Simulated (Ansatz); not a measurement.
CaSe, CsCl type, relaxed with r2SCAN, was run in Ansatz 0.2.0 under altered settings. All numbers are computed, without spin polarisation but where a row says otherwise.

```yaml
crystal:
  lattice:
    - [3.63478, 0.00000, 0.00000]
    - [0.00000, 3.63478, 0.00000]
    - [0.00000, 0.00000, 3.63478]
  atoms:
    - { symbol: Ca, position: [0.00000, 0.00000, 0.00000] }
    - { symbol: Se, position: [0.50000, 0.50000, 0.50000] }
```

The base run's other keys:
```yaml
kpoints:
  mp_grid: { grid: [4, 4, 4] }
hamiltonian:
  xc: hse06
scf:
  occupations: { method: fixed }
  n_extra_bands: 4
```

It takes 14 iterations with 925 plane waves at 420 eV and 10 k points, and leaves a mean stress of +0.42 GPa. The gap over this mesh is 1.529 eV.

Outcomes, with energy and stress as changes against the base:
```csv
setting,outcome,ΔF (meV/atom),Δ mean stress (GPa),gap on the mesh (eV),iterations
"PBE hybrid, exx coeff 0.15, omega 0.5 1/Å",converged,–,+0.4,0.954,12
"PBE hybrid, exx coeff 0.5, omega 0.3 1/Å",converged,–,-0.4,1.994,18
"PBE hybrid, exx coeff 0.5, unscreened",converged,–,-0.6,3.766,18
"PBE hybrid, exx coeff 0.3, omega 0.2078 1/Å",converged,–,-0.1,1.695,14
scf.occupations: methfessel_paxton 0.5,converged,+0.5,0.0,1.530,18
"kpoints.mp_grid.grid: [1, 1, 8]","converged, warned",+2051,+16.0,2.743,16
```
A dash marks a value that wasn't obtained or can't be compared. Stress is positive in compression. Its mean hides that meshes of lower symmetry stress the axes unequally.

- PBE hybrid, exx coeff 0.15, omega 0.5 1/Å. That is 15 % exact exchange, screened with ω = 0.5 1/Å, against HSE06's 25 % screened at 0.208 1/Å. The mean stress moves by +0.4 GPa and the gap on the mesh by -0.576 eV (to 0.954). Totals of different functionals aren't comparable.
- PBE hybrid, exx coeff 0.5, omega 0.3 1/Å. That is 50 % exact exchange, screened with ω = 0.3 1/Å, against HSE06's 25 % screened at 0.208 1/Å. The mean stress moves by -0.4 GPa and the gap on the mesh by +0.465 eV (to 1.994). Totals of different functionals aren't comparable.
- PBE hybrid, exx coeff 0.5, unscreened. That is 50 % exact exchange, at all ranges, against HSE06's 25 % screened at 0.208 1/Å. The mean stress moves by -0.6 GPa and the gap on the mesh by +2.237 eV (to 3.766). Totals of different functionals aren't comparable.
- kpoints.mp_grid.grid: [1, 1, 8]. The free energy moves by +2051 meV an atom, the mean stress by +16.0 GPa and the gap on the mesh by +1.214 eV (to 2.743). The mesh breaks the crystal's symmetry, so the stress, and any force that symmetry no longer fixes, lose it too. The gap changes mostly because other points are sampled; a mesh that misses a band edge overestimates it. The mesh is too coarse. Warned: symmetry narrowed by mesh.

Within 1 meV an atom, 0.1 GPa and 0.005 eV of the base stay: scf.occupations: methfessel_paxton 0.5.

The runs are scalar-relativistic, without spin-orbit coupling.

The program warns that its thresholds are loose for a hybrid's stress.

The meshes of the hybrids are coarse, so their gaps aren't converged to the digits shown.
